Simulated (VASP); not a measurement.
Sb: equation of state with PBEsol

The system is Sb.

```
Sb
1.0
    -1.86157    1.86157    1.86157
     1.86157   -1.86157    1.86157
     1.86157    1.86157   -1.86157
Sb
1
Direct
  0.00000 0.00000 0.00000
```

This isn't the form of Sb at room conditions, which is rhombohedral.

```json
{
  "Program": "VASP 6.6.1",
  "Task": "equation of state",
  "Functional": "PBEsol",
  "Potentials or basis": "VASP PAW PBE potentials, release 64 (Sb)",
  "Cutoff": "520 eV",
  "k mesh": "8 × 8 × 8",
  "Occupations": "fermi-dirac, width 0.05 eV",
  "Spin": "no spin polarisation",
  "Ladder": "gaps",
  "Further INCAR settings": "ALGO = Fast; EDIFF = 1e-07"
}
```

```
Equilibrium volume                      : 25.81 Å³/atom
Bulk modulus                            : 69 GPa
Pressure derivative of the bulk modulus : 6.4 (rough: it moves with the points fitted)
```

Energy against volume, from the lowest point:
| volume (Å³/atom) | energy (meV/atom) |
| --- | --- |
| 24.773 | 9.94 |
| 25.289 | 2.38 |
| 25.805 | 0.00 |
| 26.321 | 2.12 |
| 26.837 | 8.10 |

All runs of the series together: 17 s on 1 thread of Intel(R) Xeon(R) Platinum 8375C CPU @ 2.90GHz (Ice Lake), with other jobs on the host.

Caveat: the PAW data sets were made with another functional, which shifts forces and pressure a little. Spin-orbit coupling is left out, which matters for the levels of Sb.
